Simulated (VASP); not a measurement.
Runs of VASP 6.6.1 on C. The structure is cubic, space group Fd-3m (No. 227). Conventional cell: a = 3.567 Å, b = 3.567 Å, c = 3.567 Å, α = 90.00°, β = 90.00°, γ = 90.00°. C (site symmetry -43m) is surrounded by 4 C at 1.54 Å. This isn't the form of C at room conditions, which is graphite.

```tsv
task	level	cell	cutoff (eV)	smearing	grid for exact exchange (PRECFOCK)	exchange at q = 0	share of exact exchange	screening parameter	other keys	gap on the mesh (eV)	pressure (GPa)	relaxed volume (Å³/atom)
relaxation of cell and atoms	PBEsol0	relaxed	600	fermi-dirac 0.05 eV	Fast	default	-	-	-	6.15	-0.1	(b)
relaxation of cell and atoms	r2SCAN-EpsX	relaxed	600	fermi-dirac 0.05 eV	Normal	default	0.171	-	-	5.74	0.0	5.58
relaxation of cell and atoms	HSE06	relaxed	600	fermi-dirac 0.05 eV	Fast	-	-	0.2 1/A	-	5.47	0.0	5.57
optical spectrum	HSE03+TS	as given	520	tetrahedron	Fast	-	-	-	PREC = Normal	5.17	-13.8	-
electric field gradients	PBE0+D3(BJ)	as given	520	gaussian 0.05 eV	Normal	default	-	-	-	6.18	-12.7	-
relaxation of cell and atoms	PBE0	relaxed	600	fermi-dirac 0.05 eV	Fast	default	-	-	-	6.22	0.0	5.57
band structure	PBE0	as given	520	fermi-dirac 0.05 eV	Normal	truncated	-	-	-	(a)	-7.4	-
```

Alike in all rows: potentials or basis VASP PAW PBE potentials, release 64 (C); no spin polarisation; k mesh 7 × 7 × 7; the mesh is coarse, so values aren't converged.

Question: Estimate the missing entries.

Answer: (a) 6.16; (b) 5.52.

Caveats: all runs use coarse meshes; the PAW data sets were made with another functional, which shifts forces and pressure a little; an odd mesh through Γ misses points on the zone boundary, where band edges often lie (some runs); spectra need much finer meshes, so this one isn't converged (some runs); independent-particle spectra lack excitons (some runs); the mesh misses the band edges, which the band path finds closer together (some runs).
